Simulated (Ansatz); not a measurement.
# TePb: single point with PBE

The system is TePb.

```
Pb Te
1.0
     0.00000    3.23100    3.23100
     3.29562    0.00000    3.23100
     3.29562    3.23100    0.00000
Pb Te
1 1
Direct
  0.00000 0.00000 0.00000
  0.50000 0.50000 0.50000
```

The cell isn't the ideal one: strained by +2 %.

```
Program             : Ansatz 0.2.0
Task                : single point
Functional          : PBE
Potentials or basis : Ansatz PAW
Cutoff              : 420 eV (not typed: the program's choice for these potentials)
k mesh              : 7 × 7 × 7
Occupations         : fermi-dirac, width 0.05 eV
Spin                : no spin polarisation
```

The pressure is 1.3 GPa. The band gap on the k mesh is 1.02 eV, direct.

Stress tensor (GPa, compression positive):
```
-0.19  0.00  0.00
 0.00  1.98  0.00
 0.00  0.00  1.98
```

Levels at points of the mesh, in eV from the valence-band top:
```csv
k point,band 12,band 13,band 14,band 15,band 16,band 17,band 18,band 19
"(0.00, 0.00, 0.00)",-5.54,-1.25,-1.25,-1.06,3.86,4.30,4.30,5.88
```

It took 1.4 s on 2 threads of Arm Neoverse V2 (shared host), peak memory 0.36 GiB.

Caveat: odd divisions of the mesh miss points on the zone boundary, where band edges often lie, so the gap on the mesh can be too wide; spin-orbit coupling is left out, which as a rule narrows the gap of such compounds by several tenths of an eV. A k mesh can miss the band edges.
